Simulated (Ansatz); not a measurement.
# NiO: the change of pressure and energy less free atoms with volume scale

All results are calculated (Ansatz 0.2.0). Periodic Kohn-Sham DFT of a crystal at fixed atoms, scaled to volume_scale times the given cell; pressure positive in compression, energy less spherical unpolarised free atoms, largest_vzz the field gradient of largest size among the nuclei.

The cell before it is scaled or strained (space group Fm-3m, No. 225):
```
cell vectors (Å)
   0.0000     2.0913     2.0913
   2.0913     0.0000     2.0913
   2.0913     2.0913     0.0000
atoms (fractions of the cell vectors)
Ni  0.00000  0.00000  0.00000
O   0.50000  0.50000  0.50000
```

Settings of every row: method all-electron LAPW; functional PBE; relativity scalar; k mesh 15x15x15; filling fermi-dirac; smearing width 0.03 eV; basis error target 0.25 meV/atom; nucleus gaussian.

Atom:
```
element  start moment (bohr magneton)
     Ni                           1.5
      O                             0
```

Limits: semilocal functional can close the gap of open d or f salts; with one magnetic atom in the cell only parallel moments are possible.

```
row  volume scale  V (Å³/atom)  pressure (GPa)  energy less free atoms (eV/atom)  cell moment (bohr magneton)
  1        0.9405        8.602               ?                                 ?                            ?
  2          0.98        8.963           8.539                           -6.5517                        1.734
  3             1        9.147            4.71                           -6.5592                        1.791
  4          1.02        9.329           1.232                           -6.5626                        1.841
  5          1.06        9.695           -5.02                           -6.5581                        1.905
```

Question: what pressure and energy less free atoms should row 1 give?

Worked fit of pressure. Take u = (V_r/V)^(2/3) − 1 with V_r = 9.238 Å³ an atom, which is twice the finite (Eulerian) strain; such expansions in the strain, on which the Birch-Murnaghan equation of state is built, carry the rest volume and the bulk modulus. The shown rows have u = 0.02035, 0.00662, -0.00651, -0.03168. Least squares give pressure = 2.9373 + 265.761 × u + 461.33 × u² GPa; a straight line predicts inner rows, each left out in turn, worse (root mean square 0.19 against 0.014 GPa). The rows lie off it by 0.002, -0.007, 0.005, -0.001 (root mean square 0.0044 GPa). The withheld row has u = 0.0487, so the fit gives 2.9373 + 265.761 × (0.0487) + 461.33 × (0.0487)² = 16.974 GPa.

The calculation gave 17.587 GPa. The fit lies 0.613 GPa (3.5 % of the value, 2.7 % of the column's range) below it; its largest miss of a shown row is 0.007 GPa. This row lies beyond the range of the fit.

Worked fit of energy less free atoms. Take u = (V_r/V)^(2/3) − 1 with V_r = 9.238 Å³ an atom, which is twice the finite (Eulerian) strain; such expansions in the strain, on which the Birch-Murnaghan equation of state is built, carry the rest volume and the bulk modulus. The shown rows have u = 0.02035, 0.00662, -0.00651, -0.03168. Least squares give energy less free atoms = −6.5614 + 0.2502 × u + 11.18 × u² eV/atom; a straight line predicts inner rows, each left out in turn, worse (root mean square 0.0047 against 0.00011 eV/atom). The rows lie off it by 0.0000, 0.0001, 0.0000, 0.0000. Its lowest point lies at u = -0.0112, or V = 9.395 Å³ an atom, and the curvature there gives the bulk modulus at fixed shape and fractions, B = (4/9)(1 + u)² E″(u)/V = 166 GPa. The withheld row has u = 0.0487, so the fit gives −6.5614 + 0.2502 × (0.0487) + 11.18 × (0.0487)² = -6.5227 eV/atom.

The calculation gave -6.5226 eV/atom. The fit lies 0.0001 eV/atom (0.25 % of the column's range) below it, one unit of the last digit. This row lies beyond the range of the fit.

The other values of row 1: cell moment 1.625 bohr magneton.
